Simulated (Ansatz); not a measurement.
Te2Mo, a slab with vacuum:

```
Te Mo
1.0
     6.36161    0.00000    0.00000
     0.00000    3.48040    0.00000
    -0.08574    0.00000   36.17589
Te Mo
4 2
Direct
  0.42925 0.75000 0.54070
  0.57075 0.25000 0.45930
  0.92085 0.25000 0.55653
  0.07915 0.75000 0.44347
  0.18135 0.25000 0.49747
  0.81865 0.75000 0.50253
```

| Item | Value |
| --- | --- |
| Program | Ansatz 0.2.0 |
| Task | single point |
| Functional | PBEsol |
| Potentials or basis | all-electron LAPW, scalar-relativistic |
| Cutoff | 266 eV (chosen from the basis error) |
| Basis error allowed | 0.001 eV/atom |
| k mesh | 4 × 8 × 1 |
| Occupations | fermi-dirac, width 0.05 eV |
| Spin | no spin polarisation |

On this cell: largest force 0.248 eV/Å; band gap on the k mesh none (metal or under the smearing width).

The same run follows on a disturbed copy (atoms moved at random, drawn with an rms of 0.05 Å):

```
Te Mo
1.0
     6.36161    0.00000    0.00000
     0.00000    3.48040    0.00000
    -0.08574    0.00000   36.17589
Te Mo
4 2
Direct
  0.43292 0.75103 0.54077
  0.57498 0.25758 0.45904
  0.91713 0.25191 0.55678
  0.07944 0.73734 0.44383
  0.18413 0.25975 0.49747
  0.81776 0.75067 0.50179
```

**Question.** What does the disturbed cell give?

**Answer.** The energy (extrapolated to zero smearing) moves by +6.5 meV/atom; largest force 0.638 eV/Å; band gap on the k mesh none (metal or under the smearing width).

Forces on the atoms (eV/Å):
```
Te  -0.100  0.031 -0.299
Te  -0.251 -0.084  0.138
Te   0.123  0.003 -0.582
Te   0.116  0.447 -0.079
Mo  -0.126 -0.460  0.233
Mo   0.237  0.062  0.589
```

Stress tensor (GPa, compression positive):
```
-0.58 -0.05  0.05
-0.05 -0.75 -0.14
 0.05 -0.14 -0.33
```
